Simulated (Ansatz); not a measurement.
**Structure optimisation: gallium, hcp**

Computed with DFT, revPBE, plane waves (420 eV) with PAW, scalar-relativistic in Ansatz. The PAW files were generated under PBE, with cores re-solved for the functional.

k-point mesh 12×12×7, Fermi-Dirac smearing 0.1 eV, no spin polarisation. Cell and atoms relax.

Starting structure:

```yaml
crystal:
  lattice:
    - [3.0261186087, 0.0, 0.0]
    - [-1.5130593044, 2.62069559, 0.0]
    - [0.0, 0.0, 4.941651688]
  atoms:
    - { symbol: Ga, position: [0.3333333333, 0.6666666667, 0.25] }
    - { symbol: Ga, position: [0.6666666667, 0.3333333333, 0.75] }
hamiltonian:
  xc: revpbe
  pseudopotentials:
    kind: paw
    azcp:
      Ga: "pseudopotentials/Ga.paw.azcp"
basis:
  ecutwfc: 420
  fft_grid_basis: typed
kpoints:
  mp_grid: { grid: [12, 12, 7], shift: [0, 0, 0] }
magnetization:
  spin_polarized: false
scf:
  occupations: { method: fermi_dirac, width: 0.1 }
relax:
  max_steps: 60
  f_tol: 0.01
  cell: {}
```

Problem. The pressure at the start is 0.0 GPa. By how much does the volume change?

Solution. From 19.59 to 19.62 Å³ per atom, 0.1 %. The final cell has a = 3.062 Å, c = 4.832 Å (c/a = 1.578).

Problem. How much energy does the relaxation gain?

Solution. 1.9 meV per atom.

Path of the relaxation (the plane waves are chosen anew near the end, which can shift the energy a little):

```
step  E − E(final) (meV/atom)  V (Å³/atom)  P (GPa)  max force (eV/Å)
   0                     1.94       19.595    -0.01             0.000
   1                     0.99       19.591     0.01             0.000
   2                     0.04       19.673    -0.13             0.000
   3                    -0.01       19.594     0.06             0.000
   4                    -0.01       19.617     0.00             0.000
   5                     0.00       19.617     0.00             0.000
```
